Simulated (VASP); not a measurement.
The system is SnTe.

```xyz
2
Lattice="0.0000 3.1509 3.1509 3.1509 0.0000 3.1509 3.1509 3.1509 0.0000" Properties=species:S:1:pos:R:3 pbc="T T T"
Te    3.1509    3.1509    3.1509
Sn    0.0000    0.0000    0.0000
```

Base run:

- Program: VASP 6.6.1
- Functional: HSE03
- Potentials or basis: VASP PAW PBE potentials, release 64 (Te, Sn_d)
- Cutoff: 520 eV
- k mesh: 6 × 6 × 6
- Occupations: gaussian, width 0.02 eV
- Spin: no spin polarisation

Its results: band gap on the k mesh 0.02 eV, direct; pressure 1.0 GPa.

Question: The run is repeated on the same cell with these changes: functional from HSE03 to PBE0. What comes out?

Answer: Band gap on the k mesh 0.20 eV, direct; pressure 0.9 GPa.

Caveats: the PAW data sets were made with another functional, which shifts forces and pressure a little; spin-orbit coupling is left out, which moves the levels of the heavy elements.
